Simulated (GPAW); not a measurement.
**Anisotropy of zigzag Co chain, bond 2.185 A**

Wanted: anisotropy for zigzag Co chain, bond 2.185 A, with the cost of each step.

Method: LDA; plane waves with GPAW's PAW setups, scalar-relativistic, in GPAW 26.7.0.

## (1) Starting point

The cell holds 2 atoms: 2 Co. Its edges and angles: a = 12.000 Å, b = 12.000 Å, c = 2.622 Å, α = 90.0°, β = 90.0°, γ = 90.0°. model lattice. Vacuum lies along a and b. The structure's axis is c.

## (2) The magnetic state

All later steps read the density of this run.

order1.py

```python
import json
import numpy as np
from ase import Atoms
from ase.parallel import paropen, parprint
from gpaw import GPAW

atoms = Atoms(['Co', 'Co'],
    cell=[[12.0, 0.0, 0.0],
         [0.0, 12.0, 0.0],
         [0.0, 0.0, 2.622]],
    scaled_positions=[[0.42716667, 0.5, 0.0],
         [0.57283333, 0.5, 0.5]],
    pbc=True,
    magmoms=[2.0, 2.0])
atoms.calc = GPAW(mode={'name': 'pw', 'ecut': 550},
    xc='LDA',
    kpts={'size': (1, 1, 10), 'gamma': True},
    occupations={'name': 'fermi-dirac', 'width': 0.05},
    convergence={'density': 1e-05, 'energy': 1e-05},
    maxiter=200,
    symmetry={'tolerance': 1e-4},
    txt='order1.txt')
e = atoms.get_potential_energy(force_consistent=True)
res = {'free_energy': e, 'energy_sigma0': atoms.get_potential_energy(), 'fermi_energy': atoms.calc.get_fermi_level()}
res['moments'] = atoms.get_magnetic_moments().tolist()
res['total'] = atoms.get_magnetic_moment()
parprint('site moments (muB):', np.round(res['moments'], 3))
parprint(f"total moment: {res['total']:.3f} muB")
parprint(f'free energy: {e:.6f} eV')
atoms.calc.write('order1.gpw')
with paropen('results.json', 'w') as f:
    json.dump(res, f)
```

Run with:

```console
OMP_NUM_THREADS=1 python3 order1.py > order1.log
```

The program printed:

```text
site moments (muB): [1.984 1.984]
total moment: 4.399 muB
free energy: -12.698665 eV

--- order1.txt ---
Input parameters:
  mode=PW(ecut=550),
  convergence={'density': 1e-05, 'energy': 1e-05},
  kpts=MonkhorstPack(size=(1, 1, 10), gamma=True),
  maxiter=200,
  occupations=Occupations(name='fermi-dirac', width=0.05),
  symmetry=Symmetry(tolerance=0.0001),
  xc=XC(name='LDA')

Diagonalizing LCAO Hamiltonian
Converting LCAO to pw mode
        .----------------------------.
       /|                            |
      / |                            |
     /  .----------------------------.
    /  /                            /
   /  /              Co            /
  /  /                            /
 *  /            Co              /
 | /                            /
 |/                            /
 *----------------------------*

Atoms  # Å, Bohr magnetons
|   | symbol |        x |        y |        z |    initial magnetic moments |
|---|--------|----------|----------|----------|-----------------------------|
| 0 |     Co | 5.126000 | 6.000000 | 0.000000 | ( 0.0000,  0.0000,  2.0000) |
| 1 |     Co | 6.874000 | 6.000000 | 1.311000 | ( 0.0000,  0.0000,  2.0000) |

Unit cell  # Å
| periodic |         x |         y |        z |   lengths |    angles |
|----------|-----------|-----------|----------|-----------|-----------|
|      yes | 12.000000 |  0.000000 | 0.000000 | 12.000000 | 90.000000 |
|      yes |  0.000000 | 12.000000 | 0.000000 | 12.000000 | 90.000000 |
|      yes |  0.000000 |  0.000000 | 2.622000 |  2.622000 | 90.000000 |

Number of symmetries: 4

BZ-sampling:
  Number of BZ points: 10
  Number of IBZ points: 6

  Monkhorst-Pack size: [1, 1, 10]
  Monkhorst-Pack shift: [0.0, 0.0, 0.05]

Plane wave coefficients: 11106
Cutoff: 550.0 eV

Spin-components: 2 (collinear spins)
Bands:           18
Projectors:      12
Spin-degeneracy: 1
Datatype:        complex128

Parallelization:
  kpt:    1
  domain: 1
  band:   1

Density:
  Valence electrons: 18.0
  Components: 2
  Grid points: [70 70 15]
  Charge: 0.0  # |e|

Potential:
  Grid points: [70 70 15]

[... setups left out ...]
Reference energy: -75676.533408  # eV

eigensolver:
  PPCG
  Converge bands: occupied
  niter=2

density mixing:
  MSR1-Mixer
  Pratt-step length: 0.05
  Maximum mixing coefficient: 0.75
  Old densities: 10
  SVD Regularization: 0.005
  Good broyden scale: 1.0
  Trust region scale: 1.0
  Backstep threshold: 4.0
  History deletion threshold: 6.0
  Fourier metric: weight=20.0, sigma=0.015

occupation numbers:
  Fermi-Dirac:
    width: 0.0500  # eV

poisson solver:
  ecut: 4400.0  # eV

xc functional:
  name: None

convergence criteria:
- Maximum integral of absolute [dens]ity change: 1e-05 electrons / valence electron
- Maximum [total energy] change in last 3 cyles: 1e-05 eV / valence electron
- Maximum integral of absolute [eigenst]ate change: 4e-08 eV^2 / valence electron
maximum number of iterations: 200

SCF iterations
|iter     |      energy | eigst |  dens |  magmom |
|---------|-------------|-------|-------|---------|
|iter:   1|       0s |  -15.070899 | +0.52 |       |  +4.0056|
|iter:   2|       1s |  -14.252852 | -0.88 | -0.69 |  +3.9753|
|iter:   3|       2s |  -12.749060 | -0.01 | -0.76 |  +3.7778|
|iter:   4|       4s |  -12.642567 | -0.89 | -0.99 |  +3.9323|
|iter:   5|       5s |  -12.735861 | -1.29 | -1.25 |  +4.0887|
|iter:   6|       6s |  -12.663969 | -1.86 | -0.96 |  +4.0778|
|iter:   7|       8s |  -12.666422 | -1.59 | -1.29 |  +4.2210|
|iter:   8|       9s |  -12.661391 | -2.13 | -1.57 |  +4.3994|
|iter:   9|      10s |  -12.660736 | -3.42 | -2.05 |  +4.3612|
|iter:  10|      12s |  -12.661309 | -4.01 | -2.31 |  +4.3928|
|iter:  11|      13s |  -12.661330 | -4.79 | -2.60 |  +4.3991|
|iter:  12|      14s |  -12.661340c| -5.23 | -3.06 |  +4.4000|
|iter:  13|      15s |  -12.661352c| -5.97 | -3.40 |  +4.3994|
|iter:  14|      17s |  -12.661352c| -6.68 | -3.89 |  +4.3991|
|iter:  15|      18s |  -12.661351c| -7.25 | -4.28 |  +4.3993|
|iter:  16|      19s |  -12.661351c| -7.82c| -4.70 |  +4.3993|
|iter:  17|      20s |  -12.661351c| -7.78c| -4.60 |  +4.3993|
|iter:  18|      20s |  -12.661351c| -8.39c| -5.05c|  +4.3993|

Converged in 18 steps
Energy contributions relative to reference atoms: (reference = -75676.533408)

Energy contributions:
  Kinetic:          25.640536
  Coulomb:         -21.014815
  Zero:             -0.097070
  External:          0.000000
  Xc:              -17.152687
  Entropy:          -0.074629
  Spinorbit:         0.000000
  ----------------------------
  Free energy:     -12.698665
  Extrapolated:    -12.661351

dipole moment: (-0.000010, -0.000010, -7.054102)  # |e|*Ang

Total magnetic moment: (0.000000, 0.000000, 4.399287)

Local magnetic moments
|        x |        y |        z |
|----------|----------|----------|
| 0.000000 | 0.000000 | 1.984301 |  # Co   0
| 0.000000 | 0.000000 | 1.984300 |  # Co   1

Fermi level: -3.447
Eigenvalues  # (at kpt = [0.000, 0.000, 0.000])
| band index |      eig [eV] | occ [0-1] |      eig [eV] | occ [0-1] |
|------------|---------------|-----------|---------------|-----------|
|          0 |        -8.580 |     1.000 |        -7.986 |     1.000 |
|        ... |               |           |               |           |
|          2 |        -6.727 |     1.000 |        -5.049 |     1.000 |
|          3 |        -6.448 |     1.000 |        -4.711 |     1.000 |
|          4 |        -6.165 |     1.000 |        -4.627 |     1.000 |
|          5 |        -5.444 |     1.000 |        -3.473 |     0.630 |
|          6 |        -5.404 |     1.000 |        -3.469 |     0.613 |
|          7 |        -5.337 |     1.000 |        -3.438 |     0.457 |
|          8 |        -5.312 |     1.000 |        -3.417 |     0.357 |
|          9 |        -4.863 |     1.000 |        -3.317 |     0.069 |
|         10 |        -4.193 |     1.000 |        -2.805 |     0.000 |
|         11 |        -4.072 |     1.000 |        -2.117 |     0.000 |
|         12 |        -2.473 |     0.000 |        -2.086 |     0.000 |
|         13 |        -1.219 |     0.000 |        -0.786 |     0.000 |
|         14 |         0.533 |     0.000 |         0.826 |     0.000 |
|         15 |         0.745 |     0.000 |         0.898 |     0.000 |
|         16 |         1.416 |     0.000 |         1.494 |     0.000 |
|         17 |         1.596 |     0.000 |         1.663 |     0.000 |

No gap
No difference between direct/indirect transitions
```

Elapsed: 24 s, on 1 MPI rank of AMD EPYC 9R45, shared host; peak memory 0.35 GiB.

Read from the output:

* magnetization: 4.399 μB
* final state: ferromagnetic
* largest moment: 1.984 μB

After 18 cycles the largest moment stands at 1.98 μB.

## (3) Non-self-consistent run

The steps that follow sum over empty states, which the ground-state run does not converge; 24 states a spin are converged here at the frozen density and written with their wave functions.

It starts from the saved density of the lowest of the states tried.

nscf.py

```python
from gpaw import GPAW

calc = GPAW('order1.gpw').fixed_density(
    kpts={'size': (1, 1, 10), 'gamma': True},
    nbands=28,
    convergence={'bands': 24, 'eigenstates': 1e-9},
    eigensolver='ppcg',
    parallel={'domain': 1},
    txt='nscf.txt')
calc.write('nscf.gpw', mode='all')
```

Run with:

```console
OMP_NUM_THREADS=1 python3 nscf.py > nscf.log
```

The program printed:

```text
Input parameters:
  mode=PW(ecut=550),
  convergence={'bands': 24, 'eigenstates': 1e-09},
  eigensolver=PPCG(niter=2, min_niter=1, max_buffer_mem=209715200, blocksize=None, rr_modulo=5, include_cg=True, promote_inner_dtype=False, tolerances=None),
  gpts=array([70, 70, 15]),
  kpts=MonkhorstPack(size=(1, 1, 10), gamma=True),
  maxiter=200,
  nbands=28,
  occupations=Occupations(name='fermi-dirac', width=0.05),
  parallel={'domain': 1},
  symmetry=Symmetry(tolerance=0.0001),
  xc=XC(name='LDA')
```

Elapsed: 35 s, on 1 MPI rank; peak memory 0.41 GiB.

## (4) Energy against the direction of the moments

Spin–orbit coupling is added in the basis of the saved states for each direction of the moments. The change in the band energy is the anisotropy energy, with no new self-consistent run.

anisotropy.py

```python
import json
import numpy as np
from ase.parallel import paropen, parprint
from gpaw import GPAW
from gpaw.spinorbit import soc_eigenstates

calc = GPAW('nscf.gpw')
angles = [[0.0, 0.0], [90.0, 0.0], [90.0, 90.0], [45.0, 0.0]]  # theta, phi in degrees
res = {'rows': []}
for scale in [1.0]:
    e0 = None
    for theta, phi in angles:
        soc = soc_eigenstates(calc, n2=24, scale=scale, theta=theta, phi=phi)
        e = soc.calculate_band_energy()
        e0 = e if e0 is None else e0
        orbital = soc.get_orbital_magnetic_moments()
        res['rows'].append([scale, theta, phi, 1000 * (e - e0), orbital.tolist()])
        parprint(f'scale {scale} theta {theta:6.1f} phi {phi:6.1f}  dE = {1000 * (e - e0):9.4f} meV  |L| =', np.round(np.linalg.norm(orbital, axis=1), 4))
with paropen('results.json', 'w') as f:
    json.dump(res, f)
```

Run with:

```console
OMP_NUM_THREADS=1 python3 anisotropy.py > anisotropy.log
```

The program printed:

```text
scale 1.0 theta    0.0 phi    0.0  dE =    0.0000 meV  |L| = [0.2478 0.2478]
scale 1.0 theta   90.0 phi    0.0  dE =   -0.2206 meV  |L| = [0.2502 0.2502]
scale 1.0 theta   90.0 phi   90.0  dE =    6.1650 meV  |L| = [0.1084 0.1084]
scale 1.0 theta   45.0 phi    0.0  dE =   -0.1910 meV  |L| = [0.2502 0.2502]
```

Run time: 2 s. Hardware: 1 MPI rank; peak memory 0.21 GiB.

Directions, in the order of the table: z (the chain axis); x; y; 0.50 of the way from z (the chain axis) to x.

Theta from the Cartesian z axis, phi from x; spin up lies along the direction. Anisotropy, by row:

```
spin-orbit scale  theta (degrees)  phi (degrees)  band energy less the first direction's (meV a cell)  orbital moment of atom 1 along the direction (μB)  sum of orbital moments along the direction (μB a cell)
               1                0              0                                                    0                                             0.2478                                                  0.4957
               1               90              0                                              -0.2206                                             0.2502                                                  0.5004
               1               90             90                                                6.165                                             0.1084                                                  0.2168
               1               45              0                                               -0.191                                             0.2502                                                  0.5004
```

## (5) What came out

```
state                              : ferromagnetic
largest site moment                : 1.98 μB
spread of the directions' energies : 6.39 meV a cell
easiest direction tried            : x
```

In words: About the ferromagnetic state the directions differ by 6.39 meV a cell, with x easiest. The anisotropy comes from the force theorem at a frozen potential; it needs a check on a finer mesh, and shape anisotropy is not in it.

[Logs and program files are shortened in this print: banners, set-up blocks, solver, clock and traceback lines can be left out without a mark of their own.]

[Logs are printed without paths, hosts, clocks, repeated set-up lines and the standing remarks that a program may print on its own settings, such as how far it seeks lower states.]

[Hosts, paths, dates, database ids (printed as entryN), source tags and the programs' standing remarks are cut or masked in the printed files.]

[Where a cell is said to come from a database of computed structures, the database is the Materials Project.]
